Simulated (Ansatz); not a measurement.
AlCo (Pm-3m), generalised stacking fault

All numbers below come from DFT PBEsol, scalar-relativistic, plane waves, PAW in Ansatz 0.2.0. The runs took a 420 eV cutoff, a Γ-centred 21×21×7 mesh and Gaussian smearing (0.15 eV). No spin polarisation. A magnetic state may lie lower. Energies are free energies at this smearing, counted from the undisturbed cell; pressure is positive in compression.

The undisturbed cell (relaxed at this level; it needn't be the usual structure):

```
CELL_PARAMETERS angstrom
0.00000 -2.82259 0.00000
0.00000 0.00000 -2.82259
8.46776 0.00000 0.00000
ATOMIC_POSITIONS crystal
Al 0.00000 0.00000 0.24998
Al 0.00000 0.00000 0.58332
Al 0.00000 0.00000 0.91665
Co 0.50000 0.50000 0.08332
Co 0.50000 0.50000 0.41665
Co 0.50000 0.50000 0.74998
```

The cut lies on the cell's a–b face, a (1 0 0) plane (indices in the standard cell, whose axes needn't be the Cartesian ones shown) of area 7.97 Å², between layers 1.41 Å apart. Vector c is tilted by f times 1·a − 1·b (length 3.992 Å) with the atoms' Cartesian places fixed: one unrelaxed fault a cell. The cell is metallic on the mesh throughout.

```
     f  γ (mJ/m²) shear traction, the slope of γ along the slip (GPa)
0.0000          0                                                  0.0
0.1667          ?                                                    ?
0.3333      13454                                                221.5
0.5000      23502                                                  0.0
```

Give the withheld values.

γ (mJ/m²) at f = 0.1667: 2559; shear traction, the slope of γ along the slip (GPa) at f = 0.1667: 90.4.

Cost: 4 runs of about 21 core-minutes in all, on Arm Neoverse N1 (shared hosts).